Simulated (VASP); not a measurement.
# CdTe (F-43m) in VASP: a series of runs

CdTe is run at these levels: RPBE+D4, PBEsol+D4, PBE+D3(BJ), LDA; tasks: single point, relaxation of cell and atoms.

Program: VASP 6.6.1. These are calculated values, not measurements. Logs are shortened: lines on timing, memory, paths and dates and some standing lists are left out, and cuts for length are marked.

**Experimental background.**

A printed reference work, data compilation reports, for a bulk crystal of CdTe at 0 K: band gap 1.607 eV.

How close the calculation comes is told below.

### 1 The cell of the first run

It takes space group F-43m (No. 216, cubic). The conventional cell has a = 6.518 Å, b = 6.518 Å, c = 6.518 Å, α = 90.00°, β = 90.00°, γ = 90.00°. Within 3.7 Å of Te (site symmetry -43m) lie 4 Cd at 2.82 Å. Within 3.7 Å of Cd (site symmetry -43m) lie 4 Te at 2.82 Å.

### 2 Single point, RPBE+D4

File INCAR:

```
SYSTEM = CdTe
ALGO     = Normal         ! electronic algorithm
EDIFF    = 1E-6           ! SCF threshold, eV
ENCUT    = 520            ! plane-wave cutoff, eV
GGA      = RP             ! functional
ISIF     = 2              ! what is computed and relaxed
ISMEAR   = -1             ! smearing method
IVDW     = 13             ! dispersion correction
LASPH    = .TRUE.         ! aspherical terms in the spheres
LCHARG   = .TRUE.         ! write CHGCAR
LELF     = .TRUE.         ! ELF
LREAL    = .FALSE.        ! projectors in reciprocal space
LVHAR    = .TRUE.       
LWAVE    = .FALSE.        ! write WAVECAR
NBANDS   = 16             ! bands
NELM     = 100            ! most SCF steps
PREC     = Accurate       ! precision mode
SIGMA    = 0.05           ! smearing width, eV
```

File KPOINTS:

```
k-points
0
G
  7 7 7
  0 0 0
```

File POSCAR:

```
CdTe
1.0
    0.0000000000      3.2587872281      3.2587872281
    3.2587872281      0.0000000000      3.2587872281
    3.2587872281      3.2587872281      0.0000000000
Te Cd
1 1
Direct
    0.7500000000      0.7500000000      0.7500000000
    0.0000000000      0.0000000000      0.0000000000
```

Potentials or basis: VASP PAW PBE potentials, release 64 (Te, Cd).

Launch:

```sh
> cat potpaw_PBE.64/Te/POTCAR potpaw_PBE.64/Cd/POTCAR > POTCAR
> mpirun -np 1 vasp_std > vasp.out
```

OUTCAR:

```text
SYSTEM = CdTe
   EDIFF = 1E-6
   ENCUT = 520
   GGA = RP
   ISIF = 2
   ISMEAR = -1
   IVDW = 13
   LASPH = .TRUE.
   LREAL = .FALSE.
   NELM = 100
   PREC = Accurate

 ion  position               nearest neighbor table
   1  0.750  0.750  0.750-   2 2.82   2 2.82   2 2.82   2 2.82
   2  0.000  0.000  0.000-   1 2.82   1 2.82   1 2.82   1 2.82

  LATTYP: Found a face centered cubic cell.
 ALAT       =     6.5175744562

  Lattice vectors:

 A1 = (   0.0000000000,   3.2587872281,   3.2587872281)
 A2 = (   3.2587872281,   0.0000000000,   3.2587872281)
 A3 = (   3.2587872281,   3.2587872281,   0.0000000000)

Analysis of symmetry for initial positions (statically):
=====================================================================
 Subroutine PRICEL returns:
 Original cell was already a primitive cell.

 Routine SETGRP: Setting up the symmetry group for a
 face centered cubic supercell.

 Subroutine GETGRP returns: Found 24 space group operations
 (whereof 24 operations were pure point group operations)
 out of a pool of 48 trial point group operations.

The static configuration has the point symmetry T_d .

Analysis of symmetry for dynamics (positions and initial velocities):
=====================================================================
 Subroutine PRICEL returns:
 Original cell was already a primitive cell.

 Routine SETGRP: Setting up the symmetry group for a
 face centered cubic supercell.

 Subroutine GETGRP returns: Found 24 space group operations
 (whereof 24 operations were pure point group operations)
 out of a pool of 48 trial point group operations.

The dynamic configuration has the point symmetry T_d .

 Subroutine INISYM returns: Found 24 space group operations
 (whereof 24 operations are pure point group operations),
 and found     1 'primitive' translations

----------------------------------------------------------------------------------------

                                     Primitive cell

  volume of cell :      69.2146

  direct lattice vectors                    reciprocal lattice vectors
     0.000000000  3.258787228  3.258787228    -0.153431312  0.153431312  0.153431312
     3.258787228  0.000000000  3.258787228     0.153431312 -0.153431312  0.153431312
     3.258787228  3.258787228  0.000000000     0.153431312  0.153431312 -0.153431312

  length of vectors
     4.608621095  4.608621095  4.608621095     0.265750828  0.265750828  0.265750828

  position of ions in fractional coordinates (direct lattice)
[... 73 lines left out ...]
   NELM   =    100;   NELMIN=  2; NELMDL= -5     # of ELM steps
   EDIFF  = 0.1E-05   stopping-criterion for ELM
   LREAL  =      F    real-space projection
   EDIFFG = 0.1E-04   stopping-criterion for IOM
   NSW    =      0    number of steps for IOM
   IBRION =     -1    ionic relax: 0-MD 1-quasi-New 2-CG
   NFREE  =      0    steps in history (QN), initial steepest desc. (CG)
   ISIF   =      2    stress and relaxation
   ISYM   =      2    0-nonsym 1-usesym 2-fastsym
   POTIM  = 0.5000    time-step for ionic-motion
   TEBEG  =    0.0;   TEEND  =   0.0 temperature during run
   PSTRESS=    0.0 pullay stress
   NELECT =      18.0000    total number of electrons
   NUPDOWN=      -1.0000    fix difference up-down
   EMIN   =  10.00;   EMAX   =-10.00  energy-range for DOS
   EFERMI =   0.00;   METHOD = LEGACY
   ISMEAR =    -1;   SIGMA  =   0.05  broadening in eV -4-tet -1-fermi 0-gaus
   EFERMI_NEDOS =   21; number of points for ismear=-14 and -15
   IALGO  =     38    algorithm
   IMIX   =      4    mixing-type and parameters
     AMIX     =   0.40;   BMIX     =  1.00
     AMIX_MAG =   1.60;   BMIX_MAG =  1.00
  volume/ion in A,a.u.               =      34.61       233.54
  Fermi-wavevector in a.u.,A,eV,Ry     =   1.044960  1.974688 14.856764  1.091941
  Thomas-Fermi vector in A             =   2.179735
   LORBIT       =      0    0 simple, 1 ext, 2 COOP (PROOUT), +10 PAW based schemes
   GGA     = RP    functional components
   LHFCALC =     F    Hartree Fock is set to
   AEXX    =    0.0000 exact exchange contribution
   IVDW    =    13    specifies the selected vdW correction
   LEPSILON=     F    determine dielectric tensor
   LRPA    =     F    only Hartree local field effects (RPA)
 non-spin polarized calculation
  energy-cutoff  :      520.00
  volume of cell :       69.21
 maximum number of plane-waves:      1877
 NGX is ok and might be reduce to    36
   NGX = 17   NGY = 17   NGZ = 17

 number of electron      18.0000001 magnetization

 Free energy of the ion-electron system (eV)
  ---------------------------------------------------
  ext. energy  EPLUGINS =         0.00000000
  ---------------------------------------------------
  free energy    TOTEN  =        -4.12328723 eV

  energy without entropy =       -4.12328535  energy(sigma->0) =       -4.12328629

 E-fermi :   2.7763     XC(G=0):  -8.2897

 val. band max:        2.3093617126   @ k =   0.0000   0.0000   0.0000
 cond. band min:       3.1782112715   @ k =   0.0000   0.0000   0.0000
 fundamental gap:      0.8688495588
 Fermi energy:         2.7763480407

 k-point     1 :       0.0000    0.0000    0.0000
  band No.  band energies     occupation
      1      -8.7239      2.00000
      2      -5.9265      2.00000
      3      -5.9265      2.00000
      4      -5.9265      2.00000
      5      -5.6805      2.00000
      6      -5.6805      2.00000
[... 357 lines left out ...]
      3      -5.8044      2.00000
      4      -5.7089      2.00000
      5      -5.6766      2.00000
      6      -5.1453      2.00000
[... 8 lines left out ...]
     15      12.4892      0.00000
     16      14.2868      0.00000

------------------------ aborting loop because EDIFF is reached ----------------------------------------

  DFT-D4 for vdW energy calculation

  Edisp (eV):   -1.23086

  FORCE on cell =-STRESS in cart. coord.  units (eV):
  Direction    XX          YY          ZZ          XY          YZ          ZX
  --------------------------------------------------------------------------------------
  -------------------------------------------------------------------------------------
  Total       0.05088     0.05088     0.05088     0.00000     0.00000    -0.00000
  in kB       1.17781     1.17781     1.17781     0.00000     0.00000    -0.00000
  external pressure =        1.18 kB  Pullay stress =        0.00 kB

 VOLUME and BASIS-vectors are now :
 -----------------------------------------------------------------------------
  energy-cutoff  :      520.00
  volume of cell :       69.21
      direct lattice vectors                 reciprocal lattice vectors
     0.000000000  3.258787228  3.258787228    -0.153431312  0.153431312  0.153431312
     3.258787228  0.000000000  3.258787228     0.153431312 -0.153431312  0.153431312
     3.258787228  3.258787228  0.000000000     0.153431312  0.153431312 -0.153431312

 POSITION                                       TOTAL-FORCE (eV/Angst)
 -----------------------------------------------------------------------------------
      4.88818      4.88818      4.88818        -0.000000      0.000000     -0.000000
      0.00000      0.00000      0.00000         0.000000     -0.000000      0.000000
 -----------------------------------------------------------------------------------
    total drift:                                0.000000      0.000000      0.000000

  FREE ENERGIE OF THE ION-ELECTRON SYSTEM (eV)
  ---------------------------------------------------
  free  energy   TOTEN  =        -5.3541492701 eV

  energy  without entropy=       -5.3541473831  energy(sigma->0) =       -5.35414833
```

OSZICAR:

```text
N       E                     dE             d eps       ncg     rms          rms(c)
DAV:   1     0.101305015949E+03    0.10131E+03   -0.82043E+03   648   0.969E+02
DAV:   2    -0.658991441601E+00   -0.10196E+03   -0.96694E+02   784   0.234E+02
DAV:   3    -0.429919410798E+01   -0.36402E+01   -0.36355E+01   760   0.460E+01
DAV:   4    -0.433237085731E+01   -0.33177E-01   -0.33176E-01   984   0.391E+00
DAV:   5    -0.433244306522E+01   -0.72208E-04   -0.72208E-04   824   0.175E-01    0.560E+00
DAV:   6    -0.413047259351E+01    0.20197E+00   -0.34087E-01   736   0.673E+00    0.453E+00
DAV:   7    -0.411873651552E+01    0.11736E-01   -0.12007E-01   704   0.221E+00    0.167E+00
DAV:   8    -0.412191239084E+01   -0.31759E-02   -0.12082E-02   712   0.122E+00    0.500E-01
DAV:   9    -0.412299816409E+01   -0.10858E-02   -0.15974E-03   752   0.373E-01    0.107E-01
DAV:  10    -0.412315509034E+01   -0.15693E-03   -0.17205E-04   800   0.125E-01    0.607E-02
DAV:  11    -0.412328756827E+01   -0.13248E-03   -0.26892E-04   704   0.911E-02    0.361E-02
DAV:  12    -0.412328723445E+01    0.33382E-06   -0.41261E-06   808   0.149E-02
   1 F= -.53541493E+01 E0= -.53541483E+01  d E =-.188702E-05
```

stdout:

```text
POSCAR found type information on POSCAR TeCd
 POSCAR found :  2 types and       2 ions
 scaLAPACK will be used
 -----------------------------------------------------------------------------
|                                                                             |
|                                                                             |
|     You enforced a specific xc type in the INCAR file but a different       |
|     I HOPE YOU KNOW WHAT YOU ARE DOING!                                     |
|                                                                             |
 -----------------------------------------------------------------------------

 LDA part: xc-table for (Slater+PW92), standard interpolation
 POSCAR, INCAR and KPOINTS ok, starting setup
 FFT: planning ... GRIDC
 FFT: planning ... GRID_SOFT
 FFT: planning ... GRID
 WAVECAR not read
 entering main loop
```

It took 25 s on 1 thread of Intel Xeon 6975P-C, shared host; peak memory 0.21 GiB.

What came out:

| Quantity | Value |
| --- | --- |
| Free energy | -5.3541 eV |
| Pressure | 0.1 GPa |
| Band gap on the k mesh | 0.87 eV, direct |
| Dispersion energy per atom | -0.615 eV |

Caveat: the PAW data sets were made with another functional, which shifts forces and pressure a little; spin-orbit coupling is left out, which moves the levels of the heavy elements.

### 3 Relaxation of cell and atoms, PBEsol+D4

This run uses another cell than the first one, of 32.92 Å³/atom, 0.951 times its volume.

File INCAR:

```
SYSTEM = CdTe
ALGO = Normal
EDIFF = 1E-6
EDIFFG = -0.01
ENCUT = 600
GGA = PS
IBRION = 2
ISIF = 3
ISMEAR = -1
IVDW = 13
LASPH = .True.
LCHARG = .False.
LREAL = .False.
LWAVE = .False.
NELM = 60
NSW = 80
PREC = Accurate
SIGMA = 0.05
```

File KPOINTS:

```
k-points
0
Gamma
  7 7 7
  0 0 0
```

File POSCAR:

```
CdTe
1.0
    0.0000000000      3.2050000000      3.2050000000
    3.2050000000      0.0000000000      3.2050000000
    3.2050000000      3.2050000000      0.0000000000
Te Cd
1 1
Direct
    0.7500000000      0.7500000000      0.7500000000
    0.0000000000      0.0000000000      0.0000000000
```

Potentials or basis: VASP PAW PBE potentials, release 64 (Te, Cd).

Launch:

```sh
> cat potpaw_PBE.64/Te/POTCAR potpaw_PBE.64/Cd/POTCAR > POTCAR
> mpirun -np 1 vasp_std > vasp.out
```

Run time: 50 s. Hardware: 1 thread of Intel Xeon 6975P-C, shared host; peak memory 0.23 GiB.

The run converged. Its results:

```yaml
Free_energy: -5.9172 eV
Relaxed_volume: 33.49 Å³/atom
Relaxed_cell: a = 4.558 Å, b = 4.558 Å, c = 4.558 Å, α = 60.00°, β = 60.00°, γ = 60.00°
Space_group_after_relaxing_to_0.05_Å: F-43m (No. 216)
Energy_gained_by_relaxing: 1.4 meV/atom
Ionic_steps: 3
Pressure_after_relaxing: 0.0 GPa
Band_gap_on_the_k_mesh: 0.71 eV, direct
Dispersion_energy_per_atom: -0.217 eV
```

Step by step:
| step | energy change (eV) | largest force (eV/Å) | pressure (GPa) | volume (Å³) |
| --- | --- | --- | --- | --- |
| 1 | 0.0000 | 0.0000 | 0.79 | 65.84 |
| 2 | -0.0024 | 0.0000 | -0.26 | 67.41 |
| 3 | -0.0027 | 0.0000 | 0.00 | 66.98 |

Final structure:
```
CELL_PARAMETERS angstrom
0.00000 3.22328 3.22328
3.22328 0.00000 3.22328
3.22328 3.22328 0.00000
ATOMIC_POSITIONS crystal
Te 0.75000 0.75000 0.75000
Cd 0.00000 0.00000 0.00000
```

Levels at points of the mesh, in eV from the valence-band top:
```tsv
k point	band 5	band 6	band 7	band 8	band 9	band 10	band 11	band 12	band 13
(0.00, 0.00, 0.00)	-8.04	-8.04	0.00	0.00	0.00	0.71	4.53	4.53	4.53
```

Caveat: the PAW data sets were made with another functional, which shifts forces and pressure a little; spin-orbit coupling is left out, which moves the levels of the heavy elements. Zero-point motion and thermal expansion aren't in these numbers.

[end of part 1 of 2]
